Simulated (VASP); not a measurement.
Input of a VASP 6.6.1 run:

File INCAR:

```
  ALGO = Normal
  EDIFF = 1E-6
  ENCUT = 520
  GGA = PE
  ISIF = 2
  ISMEAR = 0
  ISPIN = 2
  LASPH = T
  LCHARG = T
  LELF = T
  LMAXMIX = 6
  LORBIT = 11
  LREAL = F
  LVHAR = T
  LWAVE = F
  MAGMOM = 5
  NBANDS = 20
  NELM = 150
  PREC = Accurate
  SIGMA = 0.05
```

The input KPOINTS:

```
k-points
0
Gamma
  8 8 8
```

Contents of POSCAR:

```
Dy
1.0
   -1.9898369857      1.9898369857      1.9898369857
    1.9898369857     -1.9898369857      1.9898369857
    1.9898369857      1.9898369857     -1.9898369857
Dy
1
Direct
    0.0000000000      0.0000000000      0.0000000000
```

Potentials or basis: VASP PAW PBE potentials, release 64 (Dy).

Command:

```bash
$ cat potpaw_PBE.64/Dy/POTCAR > POTCAR
$ mpirun -np 1 vasp_std > vasp.out
```

(1) Estimate the band gap on the k mesh.

(2) What does it give for the pressure?

Answers

(1) none (metal or under the smearing width).

(2) 2.2 GPa.

Caveat: the magnetic or orbital state may not be the lowest; spin-orbit coupling is left out, which moves the levels of the heavy elements.
